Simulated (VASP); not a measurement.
# TiO2 (P1) in VASP: notebook

The runs below take TiO2 through atomic charges, electron localisation function, relaxation of cell and atoms, with PBEsol, PBEsol+rVV10, RPBE+D3.

Program: VASP 6.6.1. These are calculated values, not measurements. Logs are shortened: lines on timing, memory, paths and dates and some standing lists are left out, and cuts for length are marked.

## 1. The crystal as given

The typed cell holds 9 atoms: a = 2.968 Å, b = 4.708 Å, c = 7.241 Å, α = 88.08°, β = 78.18°, γ = 90.00°.

The cell comes from a database or a generator and needn't be the stable form of this composition.

## 2. Atomic charges, PBEsol

Contents of INCAR:

```
ALGO = Normal
EDIFF = 1E-6
ENCUT = 520
GGA = PS
ISIF = 2
ISMEAR = 0
LASPH = True
LCHARG = True
LELF = True
LORBIT = 11
LREAL = False
LVHAR = True
LWAVE = False
NELM = 80
PREC = Accurate
SIGMA = 0.02
```

Contents of KPOINTS:

```
k-points
0
Gamma
  7 5 3
```

Contents of POSCAR:

```
TiO2
1.0
    2.9682645463      0.0000000000      0.0000000000
    0.0002080834      4.7076067549      0.0000000000
    1.4835696211      0.2423534620      7.0834647979
Ti O
3 6
Direct
    0.0033718700      0.0003888100      0.0007031900
    0.3446402100      0.4802596500      0.3169598700
    0.6617081400      0.5204743600      0.6844963600
    0.4400381600      0.1854376900      0.1285388000
    0.7779263400      0.2977287500      0.4518780700
    0.1012362400      0.3089534200      0.8062432200
    0.9064972100      0.6918369900      0.1951715700
    0.2294071500      0.7030072800      0.5495147300
    0.5680256700      0.8153000600      0.8728271800
```

Potentials or basis: VASP PAW PBE potentials, release 64 (Ti_sv, O).

The run is started by

```console
$ cat potpaw_PBE.64/Ti_sv/POTCAR potpaw_PBE.64/O/POTCAR > POTCAR
$ mpirun -np 1 vasp_std > vasp.out
```

OUTCAR:

```text
EDIFF = 1E-6
   ENCUT = 520
   GGA = PS
   ISIF = 2
   ISMEAR = 0
   LASPH = True
   LORBIT = 11
   LREAL = False
   NELM = 80
   PREC = Accurate

 ion  position               nearest neighbor table
   1  0.003  0.000  0.001-   9 1.96   4 1.96   4 1.96   9 1.96   7 1.97   6 1.97
   2  0.345  0.480  0.317-   5 1.95   5 1.95   4 1.96   7 1.97   7 1.97   8 1.98
   3  0.662  0.520  0.684-   8 1.95   8 1.95   9 1.96   6 1.97   6 1.97   5 1.98
   4  0.440  0.185  0.129-   1 1.96   2 1.96   1 1.96
   5  0.778  0.298  0.452-   2 1.95   2 1.95   3 1.98
   6  0.101  0.309  0.806-   1 1.97   3 1.97   3 1.97
   7  0.906  0.692  0.195-   2 1.97   1 1.97   2 1.97
   8  0.229  0.703  0.550-   3 1.95   3 1.95   2 1.98
   9  0.568  0.815  0.873-   1 1.96   3 1.96   1 1.96

  LATTYP: Found a triclinic cell.
 ALAT       =     7.2412145089
 B/A-ratio  =     0.4099125282
 C/A-ratio  =     0.6501128718
 COS(alpha) =     0.0000442015
 COS(beta)  =     0.0334776766
 COS(gamma) =     0.2048785627

  Lattice vectors:

 A1 = (   1.4835696211,   0.2423534620,   7.0834647979)
 A2 = (   2.9682645463,   0.0000000000,   0.0000000000)
 A3 = (   0.0002080834,   4.7076067549,   0.0000000000)

Analysis of symmetry for initial positions (statically):
=====================================================================
 Subroutine PRICEL returns:
 Original cell was already a primitive cell.

 Routine SETGRP: Setting up the symmetry group for a
 triclinic supercell.

 Subroutine GETGRP returns: Found  1 space group operations
 (whereof  1 operations were pure point group operations)
 out of a pool of  2 trial point group operations.

The static configuration has the point symmetry C_1 .

Analysis of symmetry for dynamics (positions and initial velocities):
=====================================================================
 Subroutine PRICEL returns:
 Original cell was already a primitive cell.

 Routine SETGRP: Setting up the symmetry group for a
 triclinic supercell.

 Subroutine GETGRP returns: Found  1 space group operations
 (whereof  1 operations were pure point group operations)
 out of a pool of  2 trial point group operations.

The dynamic configuration has the point symmetry C_1 .

 Subroutine INISYM returns: Found  1 space group operations
 (whereof  1 operations are pure point group operations),
 and found     1 'primitive' translations

----------------------------------------------------------------------------------------

                                     Primitive cell

  volume of cell :      98.9802

  direct lattice vectors                    reciprocal lattice vectors
     2.968264546  0.000000000  0.000000000     0.336897195 -0.000014891 -0.070559655
     0.000208083  4.707606755  0.000000000     0.000000000  0.212422161 -0.007267806
     1.483569621  0.242353462  7.083464798     0.000000000  0.000000000  0.141173850

  length of vectors
     2.968264546  4.707606759  7.241214509     0.344206893  0.212546455  0.141173850

  position of ions in fractional coordinates (direct lattice)
     0.003371870  0.000388810  0.000703190
     0.344640210  0.480259650  0.316959870
     0.661708140  0.520474360  0.684496360
     0.440038160  0.185437690  0.128538800
     0.777926340  0.297728750  0.451878070
     0.101236240  0.308953420  0.806243220
     0.906497210  0.691836990  0.195171570
     0.229407150  0.703007280  0.549514730
     0.568025670  0.815300060  0.872827180

  ion indices of the primitive-cell ions
   primitive index   ion index
                 1           1
                 2           2
                 3           3
                 4           4
                 5           5
                 6           6
                 7           7
                 8           8
                 9           9

----------------------------------------------------------------------------------------

 KPOINTS: k-points

Automatic generation of k-mesh.
 Grid dimensions read from file:
 generate k-points for:    7    5    3

 Generating k-lattice:

  Cartesian coordinates                     Fractional coordinates (reciprocal lattice)
     0.048128171 -0.000002127 -0.010079951     0.142857143  0.000000000  0.000000000
     0.000000000  0.042484432 -0.001453561     0.000000000  0.200000000  0.000000000
     0.000000000  0.000000000  0.047057950     0.000000000  0.000000000  0.333333333

  Length of vectors
     0.049172413  0.042509291  0.047057950

  Shift w.r.t. Gamma in fractional coordinates (k-lattice)
     0.000000000  0.000000000  0.000000000

 Subroutine IBZKPT returns following result:
 ===========================================

 Found     53 irreducible k-points:

 Following reciprocal coordinates:
            Coordinates               Weight
  0.000000  0.000000  0.000000      1.000000
  0.142857  0.000000  0.000000      2.000000
  0.285714  0.000000 -0.000000      2.000000
  0.428571  0.000000  0.000000      2.000000
  0.000000  0.200000  0.000000      2.000000
  0.142857  0.200000  0.000000      2.000000
[... 16 lines left out ...]
 -0.428571  0.000000  0.333333      2.000000
 -0.285714  0.000000  0.333333      2.000000
 [... further k-points ...]
   k-points           NKPTS =     53   k-points in BZ     NKDIM =     53   number of bands    NBANDS=     43
   number of dos      NEDOS =    301   number of ions     NIONS =      9
   total plane-waves  NPLWV =  46656
   dimension x,y,z NGX =    24 NGY =   36 NGZ =   54
   dimension x,y,z NGXF=    48 NGYF=   72 NGZF=  108
   ions per type =               3   6
   NGX,Y,Z   is equivalent  to a cutoff of  13.44, 12.71, 12.40 a.u.
   NGXF,Y,Z  is equivalent  to a cutoff of  26.88, 25.43, 24.79 a.u.
 SYSTEM =  unknown system
   PREC   = accura    normal or accurate (medium, high low for compatibility)
   ISTART =      0    job   : 0-new  1-cont  2-samecut
   ICHARG =      2    charge: 1-file 2-atom 10-const
   ISPIN  =      1    spin polarized calculation?
   LNONCOLLINEAR =      F non collinear calculations
   LSORBIT =      F    spin-orbit coupling
   LASPH  =      T    aspherical Exc in radial PAW
   ENCUT  =  520.0 eV  38.22 Ry    6.18 a.u.   5.52  8.75 13.46*2*pi/ulx,y,z
   NELM   =     80;   NELMIN=  2; NELMDL= -5     # of ELM steps
   EDIFF  = 0.1E-05   stopping-criterion for ELM
   LREAL  =      F    real-space projection
   EDIFFG = 0.1E-04   stopping-criterion for IOM
   NSW    =      0    number of steps for IOM
   IBRION =     -1    ionic relax: 0-MD 1-quasi-New 2-CG
   NFREE  =      0    steps in history (QN), initial steepest desc. (CG)
   ISIF   =      2    stress and relaxation
   ISYM   =      2    0-nonsym 1-usesym 2-fastsym
   POTIM  = 0.5000    time-step for ionic-motion
   TEBEG  =    0.0;   TEEND  =   0.0 temperature during run
   PSTRESS=    0.0 pullay stress
   NELECT =      72.0000    total number of electrons
   NUPDOWN=      -1.0000    fix difference up-down
   EMIN   =  10.00;   EMAX   =-10.00  energy-range for DOS
   EFERMI =   0.00;   METHOD = LEGACY
   ISMEAR =     0;   SIGMA  =   0.02  broadening in eV -4-tet -1-fermi 0-gaus
   EFERMI_NEDOS =   21; number of points for ismear=-14 and -15
   IALGO  =     38    algorithm
   IMIX   =      4    mixing-type and parameters
     AMIX     =   0.40;   BMIX     =  1.00
     AMIX_MAG =   1.60;   BMIX_MAG =  1.00
  volume/ion in A,a.u.               =      11.00        74.22
  Fermi-wavevector in a.u.,A,eV,Ry     =   1.472322  2.782285 29.493788  2.167732
  Thomas-Fermi vector in A             =   2.587351
   LORBIT       =     11    0 simple, 1 ext, 2 COOP (PROOUT), +10 PAW based schemes
   GGA     = PS    functional components
   LHFCALC =     F    Hartree Fock is set to
   AEXX    =    0.0000 exact exchange contribution
   IVDW    =     0    specifies the selected vdW correction
   LEPSILON=     F    determine dielectric tensor
   LRPA    =     F    only Hartree local field effects (RPA)
 non-spin polarized calculation
 Gauss-broadening in eV      SIGMA  =   0.02
  energy-cutoff  :      520.00
  volume of cell :       98.98
 maximum number of plane-waves:      2687
 NGX is ok and might be reduce to    24
   NGX = 11   NGY = 17   NGZ = 27

 number of electron      71.9999996 magnetization

 Free energy of the ion-electron system (eV)
  ---------------------------------------------------
  ext. energy  EPLUGINS =         0.00000000
  ---------------------------------------------------
  free energy    TOTEN  =       -83.88873886 eV

  energy without entropy =      -83.88873886  energy(sigma->0) =      -83.88873886

 E-fermi :   3.9934     XC(G=0): -11.2686

 val. band max:        3.7465511215   @ k =   0.0000   0.0000   0.3333
 cond. band min:       5.9911867432   @ k =   0.0000   0.0000   0.0000
 fundamental gap:      2.2446356217
 Fermi energy:         3.9934478666

 k-point     1 :       0.0000    0.0000    0.0000
  band No.  band energies     occupation
      1     -52.6918      2.00000
      2     -52.5536      2.00000
      3     -52.5189      2.00000
      4     -29.0887      2.00000
      5     -29.0871      2.00000
      6     -29.0166      2.00000
[... 35 lines left out ...]
     42       6.9172      0.00000
     43       7.1420      0.00000

 k-point     2 :       0.1429    0.0000    0.0000
  band No.  band energies     occupation
      1     -52.6843      2.00000
      2     -52.5445      2.00000
      3     -52.5131      2.00000
      4     -29.0791      2.00000
      5     -29.0630      2.00000
      6     -29.0079      2.00000
[... 35 lines left out ...]
     42       7.2359      0.00000
     43       7.3070      0.00000

 k-point     3 :       0.2857    0.0000   -0.0000
  band No.  band energies     occupation
      1     -52.6675      2.00000
      2     -52.5229      2.00000
      3     -52.5010      2.00000
      4     -29.1865      2.00000
      5     -29.0724      2.00000
      6     -29.0657      2.00000
[... 35 lines left out ...]
     42       7.4592      0.00000
     43       7.5080      0.00000

 k-point     4 :       0.4286    0.0000    0.0000
  band No.  band energies     occupation
      1     -52.6539      2.00000
      2     -52.5023      2.00000
      3     -52.4944      2.00000
      4     -29.3289      2.00000
      5     -29.1956      2.00000
      6     -29.1882      2.00000
[... 863 lines left out ...]
     42       7.3308      0.00000
     43       7.5529      0.00000

 k-point    23 :      -0.4286    0.0000    0.3333
  band No.  band energies     occupation
      1     -52.6539      2.00000
      2     -52.5023      2.00000
      3     -52.4945      2.00000
      4     -29.3281      2.00000
      5     -29.1949      2.00000
      6     -29.1885      2.00000
[... 35 lines left out ...]
     42       7.3066      0.00000
     43       7.4659      0.00000

 k-point    24 :      -0.2857    0.0000    0.3333
  band No.  band energies     occupation
      1     -52.6675      2.00000
      2     -52.5229      2.00000
      3     -52.5010      2.00000
      4     -29.1813      2.00000
      5     -29.0815      2.00000
      6     -29.0472      2.00000
[... 35 lines left out ...]
     42       7.2697      0.00000
     43       7.3687      0.00000

 [... further k-points ...]
[... 5 lines left out ...]
  --------------------------------------------------------------------------------------
  -------------------------------------------------------------------------------------
  Total       -2.0156849     -0.7164870     -1.3378897     -0.0106033     -0.1230664      0.0050324
  in kB      -32.6275687    -11.5976595    -21.6562054     -0.1716335     -1.9920556      0.0814587
  external PRESSURE =     -21.9604779 kB  Pullay stress =       0.0000000 kB

 VOLUME and BASIS-vectors are now :
 -----------------------------------------------------------------------------
  energy-cutoff  :      520.00
  volume of cell :       98.98
      direct lattice vectors                 reciprocal lattice vectors
     2.968264546  0.000000000  0.000000000     0.336897195 -0.000014891 -0.070559655
     0.000208083  4.707606755  0.000000000     0.000000000  0.212422161 -0.007267806
     1.483569621  0.242353462  7.083464798     0.000000000  0.000000000  0.141173850

 POSITION                                       TOTAL-FORCE (eV/Angst)
 -----------------------------------------------------------------------------------
      0.01105      0.00200      0.00498        -0.000167     -0.001758      0.002249
      1.49332      2.33769      2.24517         0.003591      0.012370      0.141217
      2.97973      2.61608      4.84861         0.001096     -0.008826     -0.145068
      1.49688      0.90412      0.91050        -0.000933     -0.036107     -0.013247
      2.97955      1.51110      3.20086         0.007573      0.120965     -0.029572
      1.49668      1.64983      5.71100        -0.002560     -0.005949     -0.015551
      2.98042      3.30420      1.38249        -0.000079      0.003970      0.015461
      1.49633      3.44266      3.89247        -0.004034     -0.121901      0.030479
      2.98112      4.04964      6.18264        -0.004486      0.037236      0.014033
 -----------------------------------------------------------------------------------
    total drift:                                0.000564     -0.000277      0.000195

  FREE ENERGIE OF THE ION-ELECTRON SYSTEM (eV)
  ---------------------------------------------------
  free  energy   TOTEN  =       -83.8887388569 eV

  energy  without entropy=      -83.8887388569  energy(sigma->0) =      -83.88873886

 total charge

# of ion       s       p       d       tot
------------------------------------------
    1        2.224   6.303   1.719  10.246
    2        2.223   6.302   1.758  10.282
    3        2.223   6.302   1.758  10.282
    4        1.567   3.482   0.000   5.049
    5        1.575   3.453   0.000   5.028
    6        1.566   3.476   0.000   5.041
    7        1.566   3.475   0.000   5.041
    8        1.575   3.453   0.000   5.028
    9        1.567   3.482   0.000   5.049
--------------------------------------------------
tot         16.085  39.729   5.234  61.048
```

Run time: 4.1 min. Hardware: 1 thread of Intel Xeon Platinum 8259CL at 2.50GHz (Skylake/Cascade Lake), shared host; peak memory 0.3 GiB.

What came out:

```yaml
Free_energy: -83.8887 eV
Pressure: -2.2 GPa
Largest_force: 0.145 eV/Å
Band_gap_on_the_k_mesh: 2.24 eV, indirect (least direct gap 2.27 eV)
Valence_electrons_inside_the_program's_atomic_spheres: Ti 10.25, 10.28; O 5.05, 5.03, 5.04
```

Forces on the atoms (eV/Å):
```
Ti   0.000 -0.002  0.002
Ti   0.004  0.012  0.141
Ti   0.001 -0.009 -0.145
O   -0.001 -0.036 -0.013
O    0.008  0.121 -0.030
O   -0.003 -0.006 -0.016
O    0.000  0.004  0.015
O   -0.004 -0.122  0.030
O   -0.004  0.037  0.014
```

Levels at points of the mesh, in eV from the valence-band top:
```
           k point  band 32  band 33  band 34  band 35  band 36  band 37  band 38  band 39  band 40  band 41
(0.00, 0.00, 0.00)    -0.89    -0.42    -0.34    -0.25    -0.02     2.24     2.65     2.78     2.92     3.13
```

Caveat: the PAW data sets were made with another functional, which shifts forces and pressure a little; an odd mesh through Γ misses points on the zone boundary, where band edges often lie.

## 3. Electron localisation function, PBEsol

Contents of INCAR:

```
SYSTEM = TiO2
ALGO = Normal ; EDIFF = 1E-7
ENCUT = 520 ; GGA = PS
ISIF = 2 ; ISMEAR = 0
LASPH = .TRUE. ; LCHARG = .TRUE.
LELF = .TRUE. ; LREAL = .FALSE.
LWAVE = .FALSE. ; NELM = 100
PREC = Accurate ; SIGMA = 0.02
```

Contents of KPOINTS:

```
k-points
0
G
  7 5 3
  0 0 0
```

POSCAR is that of step 2.

Potentials or basis: VASP PAW PBE potentials, release 64 (Ti_sv, O).

The run is started by

```console
$ cat potpaw_PBE.64/Ti_sv/POTCAR potpaw_PBE.64/O/POTCAR > POTCAR
$ mpirun -np 1 vasp_std > vasp.out
```

Run time: 5.6 min. Hardware: 1 thread of Intel Xeon Platinum 8259CL at 2.50GHz (Skylake/Cascade Lake), shared host; peak memory 0.3 GiB.

It converged, with:

```yaml
Free_energy: -83.8887 eV
Pressure: -2.2 GPa
Largest_force: 0.145 eV/Å
Band_gap_on_the_k_mesh: 2.24 eV, indirect (least direct gap 2.27 eV)
```

Forces in eV/Å, atoms in the order of the input:
```
Ti   0.000 -0.002  0.002
Ti   0.004  0.012  0.141
Ti   0.001 -0.009 -0.145
O   -0.001 -0.036 -0.013
O    0.008  0.121 -0.029
O   -0.003 -0.006 -0.016
O    0.000  0.004  0.016
O   -0.004 -0.122  0.031
O   -0.004  0.037  0.014
```

Stress tensor (GPa, compression positive):
```
-3.25 -0.02  0.01
-0.02 -1.15 -0.20
 0.01 -0.20 -2.15
```

Levels at points of the mesh, in eV from the valence-band top:
```tsv
k point	band 34	band 35	band 36	band 37	band 38	band 39
(0.00, 0.00, 0.00)	-0.34	-0.25	-0.02	2.24	2.65	2.78
```

Caveat: the PAW data sets were made with another functional, which shifts forces and pressure a little; an odd mesh through Γ misses points on the zone boundary, where band edges often lie.

(Continued in part 2 of 2.)
